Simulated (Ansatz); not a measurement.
# NaCl (Pm-3m) in Ansatz: further runs

One crystal, NaCl, is run at these levels: PBE, revPBE+D3(BJ), PBEsol+D3(BJ); tasks: single point, relaxation of cell and atoms.

Program: Ansatz 0.2.0. These are calculated values, not measurements. Logs are shortened: lines on timing, memory, paths and dates and some standing lists are left out, and cuts for length are marked.

## Step 1: The crystal as given

It takes space group Pm-3m (No. 221, cubic). Conventional cell: a = 3.502 Å, b = 3.502 Å, c = 3.502 Å, α = 90.00°, β = 90.00°, γ = 90.00°. Around Cl (site symmetry m-3m) lie 8 Na at 3.03 Å. Around Na (site symmetry m-3m) lie 8 Cl at 3.03 Å.

Measurements of this composition are mostly on another form, of space group No. 225.

## Step 2: Single point, PBE

Contents of input.yaml:

```yaml
crystal:
  lattice:
    - [3.50219, 0.0, 0.0]
    - [0.0, 3.50219, 0.0]
    - [0.0, 0.0, 3.50219]
  atoms:
    - { symbol: Cl, position: [0.5, 0.5, 0.5] }
    - { symbol: Na, position: [0.0, 0.0, 0.0] }
kpoints:
  mp_grid: { grid: [8, 8, 8] }
scf:
  occupations: { method: gaussian, width: 0.025 }
hamiltonian:
  xc: pbe
  pseudopotentials: { kind: all_electron, lapw: { basis_error: 0.001 } }
output:
  forces: true
  stress: true
  eigenvalues: true
```

Potentials or basis: all-electron LAPW, scalar-relativistic.

Command:

```sh
ansatz run input.yaml --threads 1 --pin off --max-ram 3072MiB --backend cpu --events-out ev --progress --plain --runs-dir out
```

The log of the run:

```text
Warning: RAYON_NUM_THREADS=1 ignored (pool sized by the plan → 1); use --threads N
LAPW: plane waves up to 6.089 Å⁻¹, error target 1.0e-3 eV per atom; small_component_spin mean_spin; Na in spheres of 1.488 Å, 9 of its electrons in bands, Dirac shells []; Cl in spheres of 1.545 Å, 15 of its electrons in bands, Dirac shells [] (how accurate: hamiltonian.pseudopotentials.lapw.basis_error, Limitations)
Engine: ansatz 0.2.0, x86_64-unknown-linux-gnu
Pseudopotentials: kind: all_electron
Pseudopotential: Cl, LAPW, valence charge 15, lapw/all_electron/scalar/gaussian/Cl, Koelling and Harmon's equation, gaussian nucleus
Pseudopotential: Na, LAPW, valence charge 9, lapw/all_electron/scalar/gaussian/Na, Koelling and Harmon's equation, gaussian nucleus
Functional definition: PBE
  parameter kappa = 0.804
  parameter beta = 0.06672455060314922
  exchange = pbe_x(kappa = kappa, mu = beta*pi^2/3)
  correlation = pbe_c(beta = beta)
Crystal: 2 atoms, lattice volume = 42.956 Å³
Basis set: ecut = 141.2355596326743 eV, 171 PW (Γ), exchange–correlation at level 2
Bands: 16, of which v1, the nominal top of the filled ones, is band 12 counted from 1 (11 counted from 0)
Symmetry: 48 space group operations
Space group: Pm-3m (ITA 221), of the structure as read, at distance tolerance 3.5e-5 Å
k-points: 35 of 512
Non-local potential: Cl, projectors of the file, none
Non-local potential: Na, projectors of the file, none
Initial density: superposition of atomic densities (chi_scale 0.1, normalization cell, long waves kept (reshape's long-wave potential 0.00 eV rms))
Initial wavefunctions: plane waves of lowest kinetic energy (no species holds an atomic orbital)
Functional: x = pbe(κ = 0.804, μ = 0.2195149727645171), c = pbe(β = 0.06672455060314922)
iter 1 solved again at ethr=1.58e-3 eV; its pass at ethr=1.00e-1 eV (dr2=3.79e-1 eV) is discarded
SCF iter   1: F=—  HF=-16981.691837 eV  |F-HF|=—  |Δ(HF+E_count)|=         —  Δρ=2.01e-2  dr2=3.79e-1  ethr=1.58e-3  ⟨swp⟩=2.0  Hψ=3610  notcnv=0
preconditioner: auto → none  [insulator: Δε(μ)=4.800 eV  Ē_g=20.769 eV  σ=0.025 eV  W_gap=1.00  n_scr=6 (ndim 8)  ℏωp=21.2 eV  f_vac=0.000  D(μ)=0.00/eV (n_scr^D=0)  ε∞_Penn≈2.0]
iter 2 solved again at ethr=1.00e-4 eV; its pass at ethr=1.58e-3 eV (dr2=2.41e-2 eV) is discarded
SCF iter   2: F=—  HF=-16981.439522 eV  |F-HF|=—  |Δ(HF+E_count)|=   2.52e-1  Δρ=4.98e-3  dr2=2.41e-2  ethr=1.00e-4  ⟨swp⟩=2.0  Hψ=3057  notcnv=0
SCF iter   3: F=—  HF=-16981.436530 eV  |F-HF|=—  |Δ(HF+E_count)|=         —  Δρ=2.73e-3  dr2=7.14e-3  ethr=1.00e-4  ⟨swp⟩=2.3  Hψ=1863  notcnv=0
the basis was enlarged: its passes take 80.3 KiB over the memory plan, 1 of 1 planned eigensolver slots
SCF iter   4: F=—  HF=-16981.438118 eV  |F-HF|=—  |Δ(HF+E_count)|=   1.59e-3  Δρ=1.64e-4  dr2=1.41e-5  ethr=2.98e-5  ⟨swp⟩=2.8  Hψ=1892  notcnv=0
SCF iter   5: F=—  HF=-16981.438176 eV  |F-HF|=—  |Δ(HF+E_count)|=   5.73e-5  Δρ=3.64e-5  dr2=5.43e-7  ethr=5.89e-8  ⟨swp⟩=3.0  Hψ=1840  notcnv=0
SCF iter   6: F=-16981.438178 eV  HF=-16981.438178 eV  |F-HF|=4.68e-7  |Δ(HF+E_count)|=   1.85e-6  Δρ=1.46e-5  dr2=8.60e-8  ethr=2.26e-9  ⟨swp⟩=3.0  Hψ=1824  notcnv=0
SCF 1 converged in 6 iterations: F = -16981.438178 eV  dr2 = 8.60e-8
SCF converged after 6 iterations
Free energy (F): -16981.438178 eV
Harris-Foulkes:  -16981.438178 eV  (|F-HF|=4.68e-7)
Internal energy: -16981.438178 eV  (E = F + TS)
E sigma→0 (E₀):  -16981.438178 eV
Fermi energy:    4.536312 eV
--- Per-component energies (eV) ---
  E_band       = -1790.595787
  E_kinetic    = 17049.098718
  E_xc         = -1159.826123
  E_electrostatic = -32870.710774  (all electrons and nuclei)
  E_smearing   = -0.000000  (= −TS)
  E_closure    = 0.000000  (closes the sum)
  E_atoms      = -16974.996915  (free atoms, spherical and without spin; not in F)
  Σ components = -16981.438178   (vs F -16981.438178, Δ=0.00e0)
  Basis errors (estimates in eV, not in F): energy 3.2e-4 per atom: plane waves 2.7e-4 (1.4e-4 summed), levels above the bands 0.0e0, relativity 2.6e-8, radial functions 4.2e-5, core shells 2.0e-15; eigenvalues (radial functions only) 1.5e-4; not estimated: angular momenta, meshes, grids; target (lapw.basis_error) 1.0e-3; muffin-tin radii Na 1.488 Å, Cl 1.545 Å
--- Forces (eV/Å), atoms counted from 1 ---
  atom   1  Cl    -0.00000000     0.00000000    -0.00000000
  atom   2  Na    -0.00000000    -0.00000000     0.00000000
  max |Σ_I F_I| component: 1.42e-30 eV/Å
--- Stress (GPa, compression-positive) ---
        0.118207       0.000000       0.000000
        0.000000       0.118207       0.000000
        0.000000       0.000000       0.118207
  P = ⅓ Tr σ = 0.1182 GPa (1.182 kbar)
--- Band table (eV; the first three rows and the last of 35) ---
  k-point 0: bands = ["-241.3728", "-180.2829", "-180.2829", "-180.2829", "-47.6310", "-19.5293", "-19.5293", "-19.5293", "-10.8287", "2.0562", "2.0562", "2.0562", "6.5257", "11.0724", "11.0724", "18.0881"]
  k-point 1: bands = ["-241.3728", "-180.2829", "-180.2829", "-180.2829", "-47.6308", "-19.5353", "-19.5288", "-19.5288", "-10.7800", "1.5661", "2.0889", "2.0889", "6.9728", "11.2408", "11.4036", "16.7175"]
  k-point 2: bands = ["-241.3728", "-180.2829", "-180.2829", "-180.2829", "-47.6303", "-19.5496", "-19.5275", "-19.5275", "-10.6581", "0.6357", "2.1702", "2.1702", "7.8793", "11.7306", "11.8936", "15.4365"]
  k-point 34: bands = ["-241.3728", "-180.2829", "-180.2829", "-180.2829", "-47.6266", "-19.5557", "-19.5557", "-19.5557", "-9.9363", "0.7028", "0.7028", "0.7028", "9.6401", "9.6401", "9.6401", "14.2219"]
```

Wall time 6.6 s (1 thread of Intel Xeon at 2.50GHz (Skylake/Cascade Lake), shared host); peak memory 0.26 GiB.

Results:

```yaml
Free_energy: -16981.4382 eV
Pressure: 0.1 GPa
Band_gap_on_the_k_mesh: 3.98 eV, indirect (least direct gap 4.47 eV)
```

Levels at points of the mesh, in eV from the valence-band top:
```csv
k point,band 10,band 11,band 12,band 13,band 14,band 15
"(0.00, 0.00, 0.00)",-0.49,-0.49,-0.49,3.98,8.53,8.53
"(0.00, 0.00, -0.50)",-2.94,-0.26,-0.26,6.91,8.57,10.40
"(0.00, -0.50, -0.50)",-2.26,-2.26,0.00,5.53,9.83,11.03
"(-0.50, -0.50, -0.50)",-1.84,-1.84,-1.84,7.09,7.09,7.09
```

A k mesh can miss the band edges. Expect the measured gap to be larger: semilocal functionals such as PBE lack the derivative discontinuity.

## Step 3: Single point, PBE

Changes to input.yaml since step 2:

```diff
@@ -11,3 +11,3 @@
 scf:
-  occupations: { method: gaussian, width: 0.025 }
+  occupations: { method: gaussian, width: 0.014 }
 hamiltonian:
```

Potentials or basis: all-electron LAPW, scalar-relativistic.

Command:

```sh
ansatz run input.yaml --threads 1 --pin off --max-ram 3072MiB --backend cpu --events-out ev --progress --plain --runs-dir out
```

The log of the run:

```text
Warning: RAYON_NUM_THREADS=1 ignored (pool sized by the plan → 1); use --threads N
LAPW: plane waves up to 6.089 Å⁻¹, error target 1.0e-3 eV per atom; small_component_spin mean_spin; Na in spheres of 1.488 Å, 9 of its electrons in bands, Dirac shells []; Cl in spheres of 1.545 Å, 15 of its electrons in bands, Dirac shells [] (how accurate: hamiltonian.pseudopotentials.lapw.basis_error, Limitations)
[... 9 set-up lines as earlier in the session ...]
Crystal: 2 atoms, lattice volume = 42.956 Å³
Basis set: ecut = 141.2355596326743 eV, 171 PW (Γ), exchange–correlation at level 2
Bands: 16, of which v1, the nominal top of the filled ones, is band 12 counted from 1 (11 counted from 0)
[... 2 set-up lines as earlier in the session ...]
k-points: 35 of 512
[... 5 set-up lines as earlier in the session ...]
iter 1 solved again at ethr=1.58e-3 eV; its pass at ethr=1.00e-1 eV (dr2=3.79e-1 eV) is discarded
SCF iter   1: F=—  HF=-16981.691837 eV  |F-HF|=—  |Δ(HF+E_count)|=         —  Δρ=2.01e-2  dr2=3.79e-1  ethr=1.58e-3  ⟨swp⟩=2.0  Hψ=3610  notcnv=0
preconditioner: auto → none  [insulator: Δε(μ)=4.800 eV  Ē_g=20.769 eV  σ=0.014 eV  W_gap=1.00  n_scr=6 (ndim 8)  ℏωp=21.2 eV  f_vac=0.000  D(μ)=0.00/eV (n_scr^D=0)  ε∞_Penn≈2.0]
iter 2 solved again at ethr=1.00e-4 eV; its pass at ethr=1.58e-3 eV (dr2=2.41e-2 eV) is discarded
SCF iter   2: F=—  HF=-16981.439522 eV  |F-HF|=—  |Δ(HF+E_count)|=   2.52e-1  Δρ=4.98e-3  dr2=2.41e-2  ethr=1.00e-4  ⟨swp⟩=2.0  Hψ=3091  notcnv=0
SCF iter   3: F=—  HF=-16981.436531 eV  |F-HF|=—  |Δ(HF+E_count)|=         —  Δρ=2.73e-3  dr2=7.14e-3  ethr=1.00e-4  ⟨swp⟩=3.0  Hψ=1946  notcnv=0
the basis was enlarged: its passes take 80.3 KiB over the memory plan, 1 of 1 planned eigensolver slots
SCF iter   4: F=—  HF=-16981.438119 eV  |F-HF|=—  |Δ(HF+E_count)|=   1.59e-3  Δρ=1.64e-4  dr2=1.41e-5  ethr=2.98e-5  ⟨swp⟩=3.0  Hψ=1984  notcnv=0
SCF iter   5: F=—  HF=-16981.438176 eV  |F-HF|=—  |Δ(HF+E_count)|=   5.71e-5  Δρ=3.60e-5  dr2=5.37e-7  ethr=5.89e-8  ⟨swp⟩=3.0  Hψ=1906  notcnv=0
SCF iter   6: F=-16981.438178 eV  HF=-16981.438178 eV  |F-HF|=4.67e-7  |Δ(HF+E_count)|=   1.82e-6  Δρ=1.45e-5  dr2=8.53e-8  ethr=2.24e-9  ⟨swp⟩=3.0  Hψ=1826  notcnv=0
SCF 1 converged in 6 iterations: F = -16981.438178 eV  dr2 = 8.53e-8
SCF converged after 6 iterations
Free energy (F): -16981.438178 eV
Harris-Foulkes:  -16981.438178 eV  (|F-HF|=4.67e-7)
Internal energy: -16981.438178 eV  (E = F + TS)
E sigma→0 (E₀):  -16981.438178 eV
Fermi energy:    4.536253 eV
--- Per-component energies (eV) ---
  E_band       = -1790.595772
  E_kinetic    = 17049.098642
  E_xc         = -1159.826116
  E_electrostatic = -32870.710704  (all electrons and nuclei)
  E_smearing   = -0.000000  (= −TS)
  E_closure    = 0.000000  (closes the sum)
  E_atoms      = -16974.996915  (free atoms, spherical and without spin; not in F)
  Σ components = -16981.438178   (vs F -16981.438178, Δ=0.00e0)
  Basis errors (estimates in eV, not in F): energy 3.2e-4 per atom: plane waves 2.7e-4 (1.4e-4 summed), levels above the bands 0.0e0, relativity 2.6e-8, radial functions 4.2e-5, core shells 2.0e-15; eigenvalues (radial functions only) 1.5e-4; not estimated: angular momenta, meshes, grids; target (lapw.basis_error) 1.0e-3; muffin-tin radii Na 1.488 Å, Cl 1.545 Å
--- Forces (eV/Å), atoms counted from 1 ---
  atom   1  Cl    -0.00000000    -0.00000000    -0.00000000
  atom   2  Na     0.00000000    -0.00000000     0.00000000
  max |Σ_I F_I| component: 1.85e-31 eV/Å
--- Stress (GPa, compression-positive) ---
        0.118200       0.000000       0.000000
        0.000000       0.118200       0.000000
        0.000000       0.000000       0.118200
  P = ⅓ Tr σ = 0.1182 GPa (1.182 kbar)
--- Band table (eV; the first three rows and the last of 35) ---
  k-point 0: bands = ["-241.3728", "-180.2829", "-180.2829", "-180.2829", "-47.6310", "-19.5293", "-19.5293", "-19.5293", "-10.8287", "2.0562", "2.0562", "2.0562", "6.5257", "11.0724", "11.0724", "18.0881"]
  k-point 1: bands = ["-241.3728", "-180.2829", "-180.2829", "-180.2829", "-47.6308", "-19.5353", "-19.5288", "-19.5288", "-10.7800", "1.5660", "2.0889", "2.0889", "6.9728", "11.2408", "11.4036", "16.7175"]
  k-point 2: bands = ["-241.3728", "-180.2829", "-180.2829", "-180.2829", "-47.6303", "-19.5496", "-19.5275", "-19.5275", "-10.6581", "0.6357", "2.1702", "2.1702", "7.8793", "11.7306", "11.8936", "15.4365"]
  k-point 34: bands = ["-241.3728", "-180.2829", "-180.2829", "-180.2829", "-47.6266", "-19.5557", "-19.5557", "-19.5557", "-9.9363", "0.7028", "0.7028", "0.7028", "9.6401", "9.6401", "9.6401", "14.2219"]
```

Wall time 6.9 s (1 thread of Intel Xeon at 2.50GHz (Skylake/Cascade Lake), shared host); peak memory 0.26 GiB.

Results:

```
Free energy            : -16981.4382 eV
Pressure               : 0.1 GPa
Band gap on the k mesh : 3.98 eV, indirect (least direct gap 4.47 eV)
```

A k mesh can miss the band edges. Expect the measured gap to be larger: semilocal functionals such as PBE lack the derivative discontinuity.

## Step 4: Relaxation of cell and atoms, revPBE+D3(BJ)

Changes to input.yaml since step 3:

```diff
@@ -11,5 +11,6 @@
 scf:
-  occupations: { method: gaussian, width: 0.014 }
+  occupations: { method: fermi_dirac, width: 0.05 }
 hamiltonian:
-  xc: pbe
+  xc: revpbe
+  dispersion: d3bj
   pseudopotentials: { kind: all_electron, lapw: { basis_error: 0.001 } }
@@ -18,2 +19,5 @@
   stress: true
-  eigenvalues: true
+relax:
+  f_tol: 0.02
+  max_steps: 60
+  cell: {}
```

Potentials or basis: all-electron LAPW, scalar-relativistic.

Command:

```sh
ansatz run input.yaml --threads 1 --pin off --max-ram 3072MiB --backend cpu --events-out ev --progress --plain --runs-dir out
```

The log of the run:

```text
Warning: RAYON_NUM_THREADS=1 ignored (pool sized by the plan → 1); use --threads N
The last accepted step is kept in <dir> (removed where the run ends without a failure and the disk answers)
LAPW: plane waves up to 6.297 Å⁻¹, error target 1.0e-3 eV per atom; small_component_spin mean_spin; Na in spheres of 1.451 Å, 9 of its electrons in bands, Dirac shells []; Cl in spheres of 1.491 Å, 15 of its electrons in bands, Dirac shells [] (how accurate: hamiltonian.pseudopotentials.lapw.basis_error, Limitations)
[... 4 set-up lines as earlier in the session ...]
Functional definition: revPBE
  parameter kappa = 1.245
[... 3 set-up lines as earlier in the session ...]
Crystal: 2 atoms, lattice volume = 42.956 Å³
Basis set: ecut = 151.0739055564171 eV, 179 PW (Γ), exchange–correlation at level 2
Bands: 16, of which v1, the nominal top of the filled ones, is band 12 counted from 1 (11 counted from 0)
[... 2 set-up lines as earlier in the session ...]
k-points: 35 of 512
[... 4 set-up lines as earlier in the session ...]
Functional: x = revpbe(κ = 1.245, μ = 0.2195149727645171), c = pbe(β = 0.06672455060314922)
iter 1 solved again at ethr=1.78e-3 eV; its pass at ethr=1.00e-1 eV (dr2=4.27e-1 eV) is discarded
[... 52 lines left out ...]
SCF converged after 2 iterations
Free energy (F): -16986.950416 eV
Harris-Foulkes:  -16986.950416 eV  (|F-HF|=3.02e-9)
Internal energy: -16986.950416 eV  (E = F + TS)
E sigma→0 (E₀):  -16986.950416 eV
Fermi energy:    5.455733 eV
--- Per-component energies (eV) ---
  E_band       = -1776.663486
  E_kinetic    = 17056.295878
  E_xc         = -1165.251266
  E_electrostatic = -32877.078031  (all electrons and nuclei)
  E_disp       = -0.916998  (pairwise vdW)
  E_smearing   = -0.000000  (= −TS)
  E_closure    = 0.000000  (closes the sum)
  E_atoms      = -16979.980069  (free atoms, spherical and without spin; not in F)
  Σ components = -16986.950416   (vs F -16986.950416, Δ=0.00e0)
  Basis errors (estimates in eV, not in F): energy 3.7e-4 per atom: plane waves 3.3e-4 (1.7e-4 summed), levels above the bands 9.6e-76, relativity 2.4e-8, radial functions 4.8e-5, core shells 2.4e-15; eigenvalues (radial functions only) 9.6e-5; not estimated: angular momenta, meshes, grids; target (lapw.basis_error) 1.0e-3; muffin-tin radii Na 1.424 Å, Cl 1.463 Å
--- Forces (eV/Å), atoms counted from 1 ---
  atom   1  Cl     0.00000000     0.00000000    -0.00000000
  atom   2  Na     0.00000000    -0.00000000    -0.00000000
  max |Σ_I F_I| component: 2.20e-30 eV/Å
--- Stress (GPa, compression-positive) ---
       -0.003453      -0.000000      -0.000000
       -0.000000      -0.003453       0.000000
       -0.000000       0.000000      -0.003453
  P = ⅓ Tr σ = -0.0035 GPa (-0.035 kbar)
--- Relaxed structure (4 steps of the walk, 4 accepted, 1 SCFs on fresh bases) ---
  F+E_penalty+E_count = -16986.95041601 eV   max|allowed force component| = 1.135e-30 eV/Å   (the final SCF, on the basis selected at the relaxed cell)
  cell:  # Å, volume = 40.6016 Å³
    - [3.437013214772348, 4.012354050806727e-36, 4.172848212839011e-34]
    - [-3.811736348266404e-34, 3.437013214772348, -6.419766481290786e-35]
    - [-2.0864241064195054e-34, -6.419766481290786e-35, 3.437013214772348]
  atoms:
    - { symbol: Cl, position: [0.49999999999999994, 0.49999999999999994, 0.49999999999999994] }
    - { symbol: Na, position: [1.2210712543144467e-49, 3.580218779897373e-37, -1.43208751195921e-37] }
```

It took 22 s on 1 thread of Intel Xeon at 2.50GHz (Skylake/Cascade Lake), shared host; peak memory 0.28 GiB.

Results:

| Property | Result |
| --- | --- |
| Free energy | -16986.9504 eV |
| Relaxed volume | 20.30 Å³/atom |
| Relaxed cell | a = 3.437 Å, b = 3.437 Å, c = 3.437 Å, α = 90.00°, β = 90.00°, γ = 90.00° |
| Space group after relaxing (to 0.05 Å) | Pm-3m (No. 221) |
| Energy gained by relaxing | 5.7 meV/atom |
| Ionic steps | 5 |
| Pressure after relaxing | 0.0 GPa |
| Band gap on the k mesh | 4.44 eV |

The path:
```csv
step,energy change (eV),largest force (eV/Å),volume (Å³)
1,0.0000,0.0000,42.96
2,-0.0092,0.0000,41.59
3,-0.0113,0.0000,40.49
4,-0.0113,0.0000,40.60
5,-0.0113,0.0000,40.60
```

Final structure:
```yaml
crystal:
  lattice:
    - [3.43701, 0.00000, 0.00000]
    - [0.00000, 3.43701, 0.00000]
    - [0.00000, 0.00000, 3.43701]
  atoms:
    - { symbol: Cl, position: [0.50000, 0.50000, 0.50000] }
    - { symbol: Na, position: [0.00000, 0.00000, 0.00000] }
```

## Step 5: Relaxation of cell and atoms, PBEsol+D3(BJ)

Changes to input.yaml since step 4:

```diff
@@ -13,3 +13,3 @@
 hamiltonian:
-  xc: revpbe
+  xc: pbesol
   dispersion: d3bj
```

Command:

```sh
ansatz run input.yaml --threads 1 --pin off --max-ram 3072MiB --backend cpu --events-out ev --progress --plain --runs-dir out
```

Run time: 23 s. Hardware: 1 thread of Intel Xeon at 2.50GHz (Skylake/Cascade Lake), shared host; peak memory 0.28 GiB.

It converged, with:

- Free energy: -16952.6618 eV
- Relaxed volume: 19.32 Å³/atom
- Relaxed cell: a = 3.381 Å, b = 3.381 Å, c = 3.381 Å, α = 90.00°, β = 90.00°, γ = 90.00°
- Space group after relaxing (to 0.05 Å): Pm-3m (No. 221)
- Energy gained by relaxing: 20.9 meV/atom
- Ionic steps: 5
- Pressure after relaxing: 0.0 GPa
- Band gap on the k mesh: 4.20 eV

Step by step:
```csv
step,energy change (eV),largest force (eV/Å),volume (Å³)
1,0.0000,0.0000,42.96
2,-0.0340,0.0000,40.37
3,-0.0414,0.0000,38.21
4,-0.0418,0.0000,38.64
5,-0.0418,0.0000,38.64
```

Final structure:
```cif
data_structure
_symmetry_space_group_name_H-M 'P 1'
_symmetry_Int_Tables_number 1
_cell_length_a 3.3808
_cell_length_b 3.3808
_cell_length_c 3.3808
_cell_angle_alpha 90.000
_cell_angle_beta 90.000
_cell_angle_gamma 90.000
_cell_volume 38.64
loop_
_atom_site_label
_atom_site_type_symbol
_atom_site_fract_x
_atom_site_fract_y
_atom_site_fract_z
_atom_site_occupancy
Cl1 Cl 0.50000 0.50000 0.50000 1
Na1 Na 0.00000 0.00000 0.00000 1
```

A k mesh can miss the band edges. As with any semilocal functional, this PBEsol gap is likely too small.

## Step 6: Overview

```tsv
task	level	cell	cutoff (eV)	smearing	gap on the mesh (eV)	pressure (GPa)	relaxed volume (Å³/atom)
single point	PBE	as given	141	gaussian 0.025 eV	3.98	0.1	-
single point	PBE	as given	141	gaussian 0.014 eV	3.98	0.1	-
relaxation of cell and atoms	revPBE+D3(BJ)	relaxed	-	fermi-dirac 0.05 eV	4.44	0.0	20.30
relaxation of cell and atoms	PBEsol+D3(BJ)	relaxed	-	fermi-dirac 0.05 eV	4.20	0.0	19.32
```

Alike in all rows: potentials or basis all-electron LAPW, scalar-relativistic; no spin polarisation; k mesh 8 × 8 × 8; basis error allowed 0.001 eV/atom.

Compare energies only between runs with the same functional and basis.
